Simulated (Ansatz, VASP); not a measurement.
# MgO in VASP and in Ansatz

```
CELL_PARAMETERS angstrom
3.34898 0.00000 0.00000
-1.67449 2.90031 0.00000
0.00000 0.00000 4.01973
ATOMIC_POSITIONS crystal
Mg 0.66667 0.33333 0.75000
Mg 0.33333 0.66667 0.25000
O 0.66667 0.33333 0.25000
O 0.33333 0.66667 0.75000
```

Alike in both runs: task single point; functional PBEsol; k mesh 9 × 9 × 6; occupations gaussian, width 0.05 eV; no spin polarisation.

|  | VASP | Ansatz |
| --- | --- | --- |
| version | VASP 6.6.1 | Ansatz 0.2.0 |
| potentials or method | VASP PAW PBE potentials, release 64 (Mg, O) | scalar-relativistic, plane waves, PAW |
| plane-wave cutoff (eV) | 520 | 520 |
| valence electrons in the cell | 16 | 32 |

```tsv
	VASP	Ansatz	Ansatz less VASP
gap on the k mesh at the Fermi level (eV)	3.92	3.93	+0.008
least direct gap on the mesh (eV)	3.92	3.93	+0.008
pressure (GPa)	21.4	21.5	+0.11
largest component of the traceless stress (GPa)	0.96	1.10	+0.140
```

The two sets of potentials don't hold the same shells in valence. Ansatz warned: «pseudo_functional_mismatch».

Caveats: so large a pressure means that the cell lies far from this level's equilibrium, or that cutoff or potentials fall short (VASP); the potentials were made for another functional, which shifts forces and pressure (VASP).
